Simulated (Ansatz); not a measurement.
**CuO: convergence and cost**

Aim, for CuO: see how the SCF threshold moves the results.

Method: DFT PBEsol, scalar-relativistic, plane waves, PAW, in Ansatz 0.2.0.

1 further run of the same task is left out (set aside as unsound or not needed). Runs told in other sessions of the task aren't counted.

### 1 The starting structure

Symmetry: Cc, No. 9, monoclinic system. The conventional cell has a = 4.689 Å, b = 3.427 Å, c = 5.132 Å, α = 90.00°, β = 99.65°, γ = 90.00°. Around Cu (site symmetry 1) lie 4 O at 1.91 to 2.02 Å. O (site symmetry 1) is surrounded by 4 Cu at 1.91 to 2.02 Å.

Structure file:

```cif
data_structure
_symmetry_space_group_name_H-M 'Cc'
_symmetry_Int_Tables_number 9
_cell_length_a 4.6893
_cell_length_b 3.4268
_cell_length_c 5.1321
_cell_angle_alpha 90.000
_cell_angle_beta 99.653
_cell_angle_gamma 90.000
_cell_volume 81.30
loop_
_atom_site_label
_atom_site_type_symbol
_atom_site_symmetry_multiplicity
_atom_site_Wyckoff_symbol
_atom_site_fract_x
_atom_site_fract_y
_atom_site_fract_z
_atom_site_occupancy
Cu1 Cu 4 a 0.25000 0.24680 0.00000 1
O1 O 4 a 0.48850 0.91710 0.25370 1
```

The structure comes from the Crystallography Open Database; it is used as listed.

### 2 The base input

The input, input.yaml:

```yaml
crystal:
  lattice:
    - [2.34465, -1.7134, 0.0]
    - [2.34465, 1.7134, 0.0]
    - [-0.86055, 0.0, 5.05944]
  atoms:
    - { symbol: Cu, position: [0.0032, 0.4968, 0.0] }
    - { symbol: Cu, position: [0.4968, 0.0032, 0.5] }
    - { symbol: O, position: [0.5714, 0.4056, 0.2537] }
    - { symbol: O, position: [0.4056, 0.5714, 0.7537] }
basis:
  ecutwfc: 420
kpoints:
  mp_grid: { grid: [16, 16, 8] }
hamiltonian:
  xc: pbesol
scf:
  occupations: { method: gaussian, width: 0.1 }
output:
  forces: true
  stress: true
  eigenvalues: true
  populations: true
  write_density: true
  write_potential: true
  elf: true
  volumetric_format: npy
```

It was run beforehand and gave: -3574.0895 eV/atom at zero smearing, pressure -2.71 GPa, largest force 0.758 eV/Å, no gap on the mesh, in 8 SCF cycles and 72 s.

### 3 SCF threshold: 1e-03 eV

The input, input.yaml:

```yaml
crystal:
  lattice:
    - [2.34465, -1.7134, 0.0]
    - [2.34465, 1.7134, 0.0]
    - [-0.86055, 0.0, 5.05944]
  atoms:
    - { symbol: Cu, position: [0.0032, 0.4968, 0.0] }
    - { symbol: Cu, position: [0.4968, 0.0032, 0.5] }
    - { symbol: O, position: [0.5714, 0.4056, 0.2537] }
    - { symbol: O, position: [0.4056, 0.5714, 0.7537] }
basis:
  ecutwfc: 420
kpoints:
  mp_grid: { grid: [16, 16, 8] }
hamiltonian:
  xc: pbesol
scf:
  occupations: { method: gaussian, width: 0.1 }
  convergence: { dr2_threshold: "0.001 eV" }
output:
  forces: true
  stress: true
  eigenvalues: true
```

Launch:

```bash
$ ansatz run input.yaml --threads 1 --pin off --max-ram 2560MiB --backend cpu --events-out ev --progress --plain --runs-dir out
```

### 4 SCF threshold: 1e-04 eV

Changes to input.yaml since step 3:

```diff
@@ -18,3 +18,3 @@
   occupations: { method: gaussian, width: 0.1 }
-  convergence: { dr2_threshold: "0.001 eV" }
+  convergence: { dr2_threshold: "0.0001 eV" }
 output:
```

### 5 SCF threshold: 1e-05 eV

Changes to input.yaml since step 4:

```diff
@@ -18,3 +18,3 @@
   occupations: { method: gaussian, width: 0.1 }
-  convergence: { dr2_threshold: "0.0001 eV" }
+  convergence: { dr2_threshold: "1e-05 eV" }
 output:
```

### 6 SCF threshold set to 1e-06 eV

Changes to input.yaml since step 5:

```diff
@@ -18,3 +18,3 @@
   occupations: { method: gaussian, width: 0.1 }
-  convergence: { dr2_threshold: "1e-05 eV" }
+  convergence: { dr2_threshold: "1e-06 eV" }
 output:
```

### 7 SCF threshold: 1e-09 eV

Changes to input.yaml since step 6:

```diff
@@ -18,3 +18,3 @@
   occupations: { method: gaussian, width: 0.1 }
-  convergence: { dr2_threshold: "1e-06 eV" }
+  convergence: { dr2_threshold: "1e-09 eV" }
 output:
@@ -23 +23,5 @@
   eigenvalues: true
+  write_density: true
+  write_potential: true
+  elf: true
+  volumetric_format: npy
```

### 8 SCF threshold set to 1e-11 eV

Changes to input.yaml since step 7:

```diff
@@ -18,3 +18,3 @@
   occupations: { method: gaussian, width: 0.1 }
-  convergence: { dr2_threshold: "1e-09 eV" }
+  convergence: { dr2_threshold: "1e-11 eV" }
 output:
```

(Steps that only read results are left out.)

Q: Predict the outcome of the series: the values and the trend.

The runs gave:

| quantity | value |
| --- | --- |
| SCF threshold: within 10 and 1 meV/atom of 1e-11 eV from | 1e-03 eV for 10; 1e-03 eV for 1 |

In words: The SCF threshold hardly matters here: all runs agree within 0.00 meV/atom. The listed cell is far from this method's equilibrium (-2.7 GPa, forces up to 0.76 eV/Å), so its values are not those of the relaxed crystal. Spin polarisation is off in the runs that give these values; a magnetic solution could lie lower.
